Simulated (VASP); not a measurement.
# BaTiO3 (P4mm) in VASP: further runs

Runs on BaTiO3. Level: PBE. Tasks: single point.

Program: VASP 6.6.1. These are calculated values, not measurements. Logs are shortened: lines on timing, memory, paths and dates and some standing lists are left out, and cuts for length are marked.

## (1) The undisturbed crystal

The structure is tetragonal, space group P4mm (No. 99). The conventional cell has a = 4.000 Å, b = 4.000 Å, c = 4.018 Å, α = 90.00°, β = 90.00°, γ = 90.00°. Ba (site symmetry 4mm) is surrounded by 12 O at 2.79 to 2.88 Å. Ti (site symmetry 4mm) has 6 O at 1.89 to 2.13 Å as nearest neighbours. O (site symmetry 2mm) has 2 Ti at 2.00 Å as nearest neighbours. O (site symmetry 4mm) has 2 Ti at 1.89 to 2.13 Å as nearest neighbours.

## (2) Single point, PBE

INCAR reads:

```
ADDGRID = F
ALGO = Normal
EDIFF = 1E-6
ENCUT = 460
GGA = PE
ISIF = 2
ISMEAR = 0
LASPH = T
LCHARG = F
LREAL = F
LWAVE = F
NBANDS = 28
NELM = 100
PREC = Accurate
SIGMA = 0.05
```

KPOINTS reads:

```
k-points
0
Gamma
  5 5 5
```

POSCAR reads:

```
BaTiO3
1.0
    3.9998000000      0.0000000000      0.0000000000
    0.0000000000      3.9998000000      0.0000000000
    0.0000000000      0.0000000000      4.0180000000
Ba Ti O
1 1 3
Direct
    0.0050340000     -0.0151990000     -0.0081960000
    0.5109990000      0.5026790000      0.4796360000
   -0.0079330000      0.4990990000      0.5319510000
    0.5087000000     -0.0034200000      0.5100070000
    0.5274750000      0.4823970000      0.0100750000
```

Potentials or basis: VASP PAW PBE potentials, release 64 (Ba_sv, Ti_sv, O).

On the command line:

```
$ cat potpaw_PBE.64/Ba_sv/POTCAR potpaw_PBE.64/Ti_sv/POTCAR potpaw_PBE.64/O/POTCAR > POTCAR
$ mpirun -np 1 vasp_std > vasp.out
```

OUTCAR:

```text
EDIFF = 1E-6
   ENCUT = 460
   GGA = PE
   ISIF = 2
   ISMEAR = 0
   LASPH = T
   LREAL = F
   NELM = 100
   PREC = Accurate

 Found     63 irreducible k-points:

 Following reciprocal coordinates:
            Coordinates               Weight
  0.000000  0.000000  0.000000      1.000000
  0.200000  0.000000  0.000000      2.000000
  0.000000  0.200000  0.000000      2.000000
  0.400000  0.000000  0.000000      2.000000
  0.000000  0.400000  0.000000      2.000000
  0.200000  0.200000  0.000000      2.000000
   k-points           NKPTS =     63   k-points in BZ     NKDIM =     63   number of bands    NBANDS=     28
   number of dos      NEDOS =    301   number of ions     NIONS =      5
   total plane-waves  NPLWV =  21952
   dimension x,y,z NGX =    28 NGY =   28 NGZ =   28
   dimension x,y,z NGXF=    56 NGYF=   56 NGZF=   56
   ions per type =               1   1   3
   NGX,Y,Z   is equivalent  to a cutoff of  11.64, 11.64, 11.59 a.u.
   NGXF,Y,Z  is equivalent  to a cutoff of  23.28, 23.28, 23.17 a.u.
 SYSTEM =  unknown system
   PREC   = accura    normal or accurate (medium, high low for compatibility)
   ISTART =      0    job   : 0-new  1-cont  2-samecut
   ICHARG =      2    charge: 1-file 2-atom 10-const
   ISPIN  =      1    spin polarized calculation?
   LNONCOLLINEAR =      F non collinear calculations
   LSORBIT =      F    spin-orbit coupling
   LASPH  =      T    aspherical Exc in radial PAW
   ENCUT  =  460.0 eV  33.81 Ry    5.81 a.u.   6.99  6.99  7.03*2*pi/ulx,y,z
   NELM   =    100;   NELMIN=  2; NELMDL= -5     # of ELM steps
   EDIFF  = 0.1E-05   stopping-criterion for ELM
   LREAL  =      F    real-space projection
   EDIFFG = 0.1E-04   stopping-criterion for IOM
   NSW    =      0    number of steps for IOM
   IBRION =     -1    ionic relax: 0-MD 1-quasi-New 2-CG
   NFREE  =      0    steps in history (QN), initial steepest desc. (CG)
   ISIF   =      2    stress and relaxation
   ISYM   =      2    0-nonsym 1-usesym 2-fastsym
   POTIM  = 0.5000    time-step for ionic-motion
   TEBEG  =    0.0;   TEEND  =   0.0 temperature during run
   PSTRESS=    0.0 pullay stress
   NELECT =      40.0000    total number of electrons
   NUPDOWN=      -1.0000    fix difference up-down
   EMIN   =  10.00;   EMAX   =-10.00  energy-range for DOS
   EFERMI =   0.00;   METHOD = LEGACY
   ISMEAR =     0;   SIGMA  =   0.05  broadening in eV -4-tet -1-fermi 0-gaus
   EFERMI_NEDOS =   21; number of points for ismear=-14 and -15
   IALGO  =     38    algorithm
   IMIX   =      4    mixing-type and parameters
     AMIX     =   0.40;   BMIX     =  1.00
     AMIX_MAG =   1.60;   BMIX_MAG =  1.00
  volume/ion in A,a.u.               =      12.86        86.76
  Fermi-wavevector in a.u.,A,eV,Ry     =   1.397653  2.641181 26.578078  1.953434
  Thomas-Fermi vector in A             =   2.520888
   LORBIT       =      0    0 simple, 1 ext, 2 COOP (PROOUT), +10 PAW based schemes
   GGA     = PE    functional components
   LHFCALC =     F    Hartree Fock is set to
   AEXX    =    0.0000 exact exchange contribution
   IVDW    =     0    specifies the selected vdW correction
   LEPSILON=     F    determine dielectric tensor
   LRPA    =     F    only Hartree local field effects (RPA)
 non-spin polarized calculation
 Gauss-broadening in eV      SIGMA  =   0.05
  energy-cutoff  :      460.00
  volume of cell :       64.28
 maximum number of plane-waves:      1450
   NGX = 13   NGY = 13   NGZ = 15

 number of electron      39.9999995 magnetization

 Free energy of the ion-electron system (eV)
  ---------------------------------------------------
  ext. energy  EPLUGINS =         0.00000000
  ---------------------------------------------------
  free energy    TOTEN  =       -39.88329779 eV

  energy without entropy =      -39.88329779  energy(sigma->0) =      -39.88329779

 E-fermi :   3.9831     XC(G=0): -11.2385

 val. band max:        3.6783665478   @ k =  -0.4000   0.4000   0.4000
 cond. band min:       5.6935789086   @ k =   0.0000   0.0000   0.0000
 fundamental gap:      2.0152123608
 Fermi energy:         3.9831085353

 k-point     1 :       0.0000    0.0000    0.0000
  band No.  band energies     occupation
      1     -52.7281      2.00000
      2     -28.9698      2.00000
      3     -28.9544      2.00000
      4     -28.9425      2.00000
      5     -21.0030      2.00000
      6     -13.0789      2.00000
      7     -12.4055      2.00000
      8     -12.3624      2.00000
      9      -6.1860      2.00000
     10      -6.1750      2.00000
     11      -6.1707      2.00000
     12       1.3975      2.00000
     13       1.5037      2.00000
     14       1.5428      2.00000
     15       2.5591      2.00000
     16       2.5856      2.00000
     17       2.6391      2.00000
     18       3.3961      2.00000
     19       3.4854      2.00000
     20       3.5398      2.00000
     21       5.6936      0.00000
     22       5.9385      0.00000
     23       6.1291      0.00000
     24       7.8814      0.00000
     25       8.0098      0.00000
     26       8.8608      0.00000
     27       8.9585      0.00000
     28      11.0778      0.00000

 k-point     2 :       0.2000    0.0000    0.0000
  band No.  band energies     occupation
      1     -52.7279      2.00000
      2     -28.9731      2.00000
      3     -28.9683      2.00000
      4     -28.9418      2.00000
      5     -20.9623      2.00000
      6     -13.1209      2.00000
      7     -12.3932      2.00000
      8     -12.3222      2.00000
      9      -6.1307      2.00000
     10      -6.1137      2.00000
     11      -6.0328      2.00000
     12       0.8640      2.00000
     13       1.3682      2.00000
     14       1.4110      2.00000
     15       2.2009      2.00000
     16       2.2738      2.00000
     17       2.3631      2.00000
     18       2.8329      2.00000
     19       3.2571      2.00000
     20       3.3861      2.00000
     21       5.9544      0.00000
     22       6.3304      0.00000
     23       6.3958      0.00000
     24       7.9468      0.00000
     25       8.7882      0.00000
     26       9.5889      0.00000
     27       9.6465      0.00000
     28      11.9741      0.00000

 k-point     3 :       0.0000    0.2000    0.0000
  band No.  band energies     occupation
      1     -52.7278      2.00000
      2     -28.9692      2.00000
      3     -28.9607      2.00000
      4     -28.9538      2.00000
      5     -20.9615      2.00000
      6     -13.1291      2.00000
      7     -12.3813      2.00000
      8     -12.3192      2.00000
      9      -6.1401      2.00000
     10      -6.1210      2.00000
     11      -6.0172      2.00000
     12       0.9153      2.00000
     13       1.3009      2.00000
     14       1.3959      2.00000
     15       2.1744      2.00000
     16       2.2523      2.00000
     17       2.4524      2.00000
     18       2.8066      2.00000
     19       3.1365      2.00000
     20       3.3536      2.00000
     21       6.1455      0.00000
     22       6.3388      0.00000
     23       6.4206      0.00000
     24       8.0036      0.00000
     25       8.7552      0.00000
     26       9.5349      0.00000
     27       9.6339      0.00000
     28      11.9615      0.00000

 k-point     4 :       0.4000    0.0000    0.0000
  band No.  band energies     occupation
      1     -52.7273      2.00000
      2     -29.0011      2.00000
      3     -28.9677      2.00000
      4     -28.9407      2.00000
      5     -20.8948      2.00000
      6     -13.2767      2.00000
      7     -12.3686      2.00000
      8     -12.1485      2.00000
      9      -6.0335      2.00000
     10      -6.0159      2.00000
     11      -5.8109      2.00000
     12       0.0417      2.00000
     13       1.0927      2.00000
     14       1.1221      2.00000
     15       1.7785      2.00000
     16       1.8525      2.00000
     17       2.0949      2.00000
     18       2.2267      2.00000
     19       2.9096      2.00000
     20       3.0698      2.00000
     21       6.0523      0.00000
     22       7.1445      0.00000
     23       7.1865      0.00000
     24       7.9350      0.00000
     25       9.5075      0.00000
     26      10.7501      0.00000
     27      11.0938      0.00000
     28      12.1482      0.00000

 k-point     5 :       0.0000    0.4000    0.0000
  band No.  band energies     occupation
      1     -52.7273      2.00000
      2     -28.9902      2.00000
      3     -28.9679      2.00000
      4     -28.9526      2.00000
      5     -20.8927      2.00000
      6     -13.2984      2.00000
      7     -12.3521      2.00000
      8     -12.1231      2.00000
      9      -6.0406      2.00000
     10      -6.0299      2.00000
     11      -5.7951      2.00000
     12       0.0172      2.00000
     13       1.0264      2.00000
     14       1.0861      2.00000
     15       1.7821      2.00000
     16       1.8456      2.00000
     17       2.1428      2.00000
     18       2.2121      2.00000
     19       2.7863      2.00000
     20       3.0498      2.00000
     21       6.2277      0.00000
     22       7.2085      0.00000
     23       7.2551      0.00000
     24       7.9937      0.00000
     25       9.6006      0.00000
     26      10.6750      0.00000
     27      11.0379      0.00000
     28      12.0568      0.00000

 k-point     6 :       0.2000    0.2000    0.0000
  band No.  band energies     occupation
      1     -52.7275      2.00000
      2     -28.9724      2.00000
      3     -28.9676      2.00000
      4     -28.9598      2.00000
      5     -20.9257      2.00000
      6     -13.0905      2.00000
      7     -12.3740      2.00000
      8     -12.3157      2.00000
      9      -6.2035      2.00000
     10      -6.0663      2.00000
     11      -5.9034      2.00000
     12       0.6205      2.00000
     13       0.9934      2.00000
     14       1.3083      2.00000
     15       1.5830      2.00000
     16       2.0484      2.00000
     17       2.2423      2.00000
     18       2.6840      2.00000
     19       3.1853      2.00000
     20       3.3166      2.00000
     21       6.2809      0.00000
     22       6.5133      0.00000
     23       6.6637      0.00000
     24       8.3762      0.00000
     25       9.2855      0.00000
     26      10.0696      0.00000
     27      10.3235      0.00000
     28      12.1409      0.00000

 [... further k-points ...]

------------------------ aborting loop because EDIFF is reached ----------------------------------------

  FORCE on cell =-STRESS in cart. coord.  units (eV):
  Direction    XX          YY          ZZ          XY          YZ          ZX
  --------------------------------------------------------------------------------------
  -------------------------------------------------------------------------------------
  Total        1.4386920      1.5228238      1.8681558      0.0439493     -0.0276458     -0.0555149
  in kB       35.8584849     37.9554167     46.5625969      1.0954075     -0.6890541     -1.3836725
  external PRESSURE =      40.1254995 kB  Pullay stress =       0.0000000 kB

 VOLUME and BASIS-vectors are now :
 -----------------------------------------------------------------------------
  energy-cutoff  :      460.00
  volume of cell :       64.28
      direct lattice vectors                 reciprocal lattice vectors
     3.999800000  0.000000000  0.000000000     0.250012501  0.000000000  0.000000000
     0.000000000  3.999800000  0.000000000     0.000000000  0.250012501  0.000000000
     0.000000000  0.000000000  4.018000000     0.000000000  0.000000000  0.248880040

 POSITION                                       TOTAL-FORCE (eV/Angst)
 -----------------------------------------------------------------------------------
      0.02013      3.93901      3.98507         0.135535      0.362292      0.147149
      2.04389      2.01062      1.92718         0.298489     -0.201561      0.061500
      3.96807      1.99630      2.13738         0.644733     -0.073825     -0.688341
      2.03470      3.98612      2.04921        -0.353970     -0.365238     -0.226241
      2.10979      1.92949      0.04048        -0.724787      0.278332      0.705933
 -----------------------------------------------------------------------------------
    total drift:                                0.000067      0.000137      0.000216

  FREE ENERGIE OF THE ION-ELECTRON SYSTEM (eV)
  ---------------------------------------------------
  free  energy   TOTEN  =       -39.8832977910 eV

  energy  without entropy=      -39.8832977910  energy(sigma->0) =      -39.88329779
```

Run time: 56 s. Hardware: 1 thread of Intel Xeon Platinum 8488C (Sapphire Rapids), shared host; peak memory 0.22 GiB.

These settings aren't checked as converged: the numbers below hold their error.

What came out:

```
Free energy            : -39.8833 eV
Pressure               : 4.0 GPa
Largest force          : 1.049 eV/Å
Band gap on the k mesh : 2.02 eV, indirect (least direct gap 2.15 eV)
```

Caveat: the cutoff is under 1.25 times the usual one of these potentials, so pressure, stress and relaxed cells hold a basis-set (Pulay) error; spin-orbit coupling is left out, which moves the levels of the heavy elements; an odd mesh through Γ misses points on the zone boundary, where band edges often lie.

(Continued in part 2 of 2.)
